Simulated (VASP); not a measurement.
Runs of VASP 6.6.1 on Te2Mo. The cell holds a slab with vacuum, 12 atoms: a = 3.561 Å, b = 3.561 Å, c = 38.990 Å, α = 90.00°, β = 90.00°, γ = 120.00°. 

```tsv
level	U	gap on the mesh (eV)	largest force (eV/Å)
PBEsol+U	Mo d U = 8 eV	(c)	0.35
PBEsol+U	Mo d U = 3 eV	1.08	(a)
PBEsol+U	Mo d U = 4 eV	1.08	0.12
PBEsol+U	Mo d U = 5 eV	1.08	0.18
PBEsol+U	Mo d U = 2 eV	1.08	(b)
PBEsol+U	Mo d U = 6 eV	1.08	0.23
PBEsol	-	1.09	0.15
```

Alike in all rows: task single point; potentials or basis VASP PAW PBE potentials, release 64 (Te, Mo_sv); no spin polarisation; cell as given; k mesh 7 × 7 × 1; cutoff (eV) 520; smearing fermi-dirac 0.05 eV.

**Question.** Fill in the values left out.

**Answer.** (a) 0.06; (b) 0.05; (c) 1.11.

Caveats: the PAW data sets were made with another functional, which shifts forces and pressure a little; spin-orbit coupling is left out, which moves the levels of the heavy elements; the U is typed as a test and isn't derived for this compound (some runs).

A k mesh can miss the band edges, and the runs leave out spin-orbit coupling on Mo, Te.
